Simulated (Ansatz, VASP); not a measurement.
# Two plane-wave programs on MgS

INCAR

```
SYSTEM = MgS
  ALGO = Normal
  EDIFF = 1E-7
  ENCUT = 520
  GGA = PS
  ISIF = 2
  ISMEAR = 0
  LASPH = .TRUE.
  LCHARG = .FALSE.
  LREAL = .FALSE.
  LWAVE = .FALSE.
  NBANDS = 11
  NELM = 80
  PREC = Accurate
  SIGMA = 0.05
```

File KPOINTS:

```
k-points
0
G
  8 8 8
  0 0 0
```

The input POSCAR:

```
MgS
1.0
    0.0000000000      2.4715675000      2.4715675000
    2.4715675000      0.0000000000      2.4715675000
    2.4715675000      2.4715675000      0.0000000000
Mg S
1 1
Direct
    0.0000000000      0.0000000000      0.0000000000
    0.5000000000      0.5000000000      0.5000000000
```

Input for Ansatz:

```yaml
crystal:
  lattice:
    - [0.0, 2.4715675, 2.4715675]
    - [2.4715675, 0.0, 2.4715675]
    - [2.4715675, 2.4715675, 0.0]
  atoms:
    - { symbol: Mg, position: [0.0, 0.0, 0.0] }
    - { symbol: S, position: [0.5, 0.5, 0.5] }
basis:
  ecutwfc: 420
kpoints:
  mp_grid: { grid: [8, 8, 8] }
hamiltonian:
  xc: pbesol
scf:
  occupations: { method: gaussian, width: 0.05 }
output:
  forces: true
  stress: true
  eigenvalues: true
```

Change from the starting cell: strain -0.050 along x and y, -0.050 along z, atoms carried along.

Alike in both runs: task single point; functional PBEsol; k mesh 8 × 8 × 8; occupations gaussian, width 0.05 eV; no spin polarisation.

|  | VASP | Ansatz |
| --- | --- | --- |
| version | VASP 6.6.1 | Ansatz 0.2.0 |
| potentials or method | VASP PAW PBE potentials, release 64 (Mg, S) | scalar-relativistic, plane waves, PAW |
| plane-wave cutoff (eV) | 520 | 420 |
| valence electrons in the cell | 8 | 16 |

Ansatz gave:

| Quantity | Value |
| --- | --- |
| gap on the k mesh at the Fermi level (eV) | 2.99 |
| least direct gap on the mesh (eV) | 4.91 |
| pressure (GPa) | 14.7 |

**Question.** What did VASP give for the same quantities?

**Answer.** gap on the k mesh at the Fermi level (eV): 3.01; least direct gap on the mesh (eV): 4.92; pressure (GPa): 14.6.

The two sets of potentials don't hold the same shells in valence.

Caveats: the PAW data sets were made with another functional, which shifts forces and pressure a little (VASP). A k mesh can miss the band edges.
